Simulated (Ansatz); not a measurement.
CO2 (from a published structure), relaxed with r2SCAN in the plane-wave code Ansatz: space group I-42d (No. 122), tetragonal; conventional cell a = 3.910 Å, c = 5.935 Å, 7.56 Å³ an atom. C is surrounded by 4 O at 1.39 Å; O is surrounded by 2 C at 1.39 Å. The primitive cell holds 6 atoms in 45.36 Å³. No spin polarisation; the structure comes from an open crystallographic database, the properties from the calculation.

Computed values: PBE gives a gap of 7.81 eV and PBE0 (25 % exact exchange) 10.76 eV; one over PBE's mean ε∞ is 0.314. HSE06 (6×6×6) gives a least gap of 9.97 eV and a least direct gap of 10.27 eV. PBEsol's static dielectric constant, on its own cell and averaged over directions, is 6.4.

Problem. What is the density?

Solution. The cell holds 2 C, 4 O: M = 2×12.011 + 4×15.999 = 88.02 u in V = 45.36 Å³. ρ = 1.66054 × M/V = 1.66054 × 88.02/45.36 = 3.222 g/cm³, for the static r2SCAN lattice.

Problem. Taking the gap as linear in the share of unscreened exchange, estimate the gap of the hybrid whose share is 1/ε∞.

Solution. The slope is (10.76 − 7.81)/0.25 = 11.80 eV per unit share, so E_g ≈ 7.81 + 11.80 × 0.314 = 11.52 eV. The run with that share gives 11.52 eV (6×6×6 mesh), 0.00 eV from the straight line.

Problem. At what wavelength does absorption set in by HSE06, excitons left aside?

Solution. λ = 1239.84 eV nm/E: 124 nm for the least gap, where it needs phonons and is weak, and 121 nm for direct transitions. That lies in the ultraviolet, so by this gap the crystal is transparent to visible light.

Problem. As a gate dielectric 3 nm thick, what equivalent oxide thickness and capacitance would it have, with 3.9 for amorphous SiO₂?

Solution. EOT = t × 3.9/κ = 3 × 3.9/6.4 = 1.83 nm; C/A = ε₀κ/t = 8.854 × 6.4/3 = 18.9 fF/µm². This takes the ideal crystal's mean κ, without interface layers.

The meshes of the hybrids are coarse, so their gaps aren't converged to the digits shown.
